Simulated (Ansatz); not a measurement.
**A vibration from a frozen displacement in TiAl$_{3}$**

Level of theory: DFT PBEsol, scalar-relativistic, plane waves, PAW in Ansatz 0.2.0. Settings: plane waves to 420 eV, k-mesh 18×10×10 (Γ-centred), Gaussian smearing 0.15 eV. No spin polarisation. Energies are free energies at this smearing, counted from the undisturbed cell; pressure is positive in compression.

Reference structure (relaxed at this level; this form isn't the usual structure):

```
CELL_PARAMETERS angstrom
2.78139 0.00000 0.00000
0.00000 4.67107 0.00000
0.00000 0.00000 4.89340
ATOMIC_POSITIONS crystal
Ti 0.00000 0.50000 0.16317
Al 0.50000 0.50000 0.66405
Al 0.50000 0.00000 0.33311
Al 0.00000 0.00000 0.83967
```

Atom 4 (Al) is moved by x along the Cartesian unit vector (0.707, 0.707, 0.000); the cell and all other atoms stay fixed. The cell's volume is 63.58 Å³; the moved atoms weigh 26.982 u together and the others 101.830 u.

| x (Å) | ΔE (meV/cell) | total force on the moved atoms along the move (eV/Å) | pressure (GPa) |
| --- | --- | --- | --- |
| -0.1000 | 17.87 | 0.3595 | 0.1561 |
| -0.0600 | 6.41 | 0.2141 | 0.0663 |
| 0.0000 | 0.00 | 0.0000 | 0.0158 |
| 0.0400 | 2.85 | -0.1424 | 0.0382 |
| 0.0800 | 11.41 | -0.2864 | 0.1055 |

What frequency belongs to this motion?

The force constant is k = −dF/dx = 3.564 eV/Å², from the parabola through x = -0.0600, 0 and 0.0400. In every cell the moved atoms swing against the rest, so the mass is μ = m₁m₂/(m₁ + m₂) = 21.330 u, and ν̃ = 521.5 cm⁻¹ × √(|k|/μ) = 213 cm⁻¹. The pattern needn't be a normal mode: ν̃² is then a weighted mean of the squared nonzero frequencies at the zone centre of this cell, so it lies between the lowest and the highest of them.

How far does the harmonic law reach?

At x = -0.100 Å, kx²/2 = 17.82 meV against the computed 17.87 meV (+0.3 %): the well is still close to harmonic there.

In a metal these slopes depend on the k mesh and the smearing.

Cost: 5 runs of about 4.8 core-minutes in all, on Intel Xeon Platinum 8488C (Sapphire Rapids) (shared hosts).

The restoring force is almost linear in the displacement, with a slight stiffening at the largest amplitude. The mirror planes normal to the two in-plane axes make the energy even in x, so a cubic term is forbidden and the first anharmonic correction is quartic. Its positive sign probably reflects short-range repulsion as the Al atom is pushed towards its neighbours.

The same mirrors place the two Cartesian components of the move in different symmetry species. The diagonal displacement therefore cannot be a single normal mode, and 213 cm⁻¹ blends two polarisations that may differ appreciably in this anisotropic cell.

The pressure rises with displacement of either sign, roughly as its square. This means that the force constant falls on expansion, the usual behaviour where repulsive overlap weakens with distance, and that this motion favours positive thermal expansion. The positive curvature shows stability against this one displacement only; soft modes of other patterns or at other wavevectors remain possible.
